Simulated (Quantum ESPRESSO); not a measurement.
The system is SnTe.

```
CELL_PARAMETERS angstrom
0.00000 3.61115 3.61115
3.61115 0.00000 3.61115
3.61115 3.61115 0.00000
ATOMIC_POSITIONS crystal
Te 0.25000 0.25000 0.25000
Sn 0.00000 0.00000 0.00000
```

Measurements of this composition are mostly on another form, of space group No. 225.

Base run:

```yaml
Program: Quantum ESPRESSO 7.5
Functional: PBEsol
Potentials_or_basis: GBRV 1.5 PBEsol
Cutoff: 925 eV
Density_cutoff: 7401 eV
k_mesh: 7 × 7 × 7
Occupations: fermi-dirac, width 0.05 eV
Spin: no spin polarisation
```

Its results: pressure -1.5 GPa.

Problem. The run is repeated on the same cell with these changes: functional from PBEsol to LDA; potentials or basis from GBRV 1.5 PBEsol to GBRV 1.5 LDA. What comes out?

Solution. Pressure -2.3 GPa.
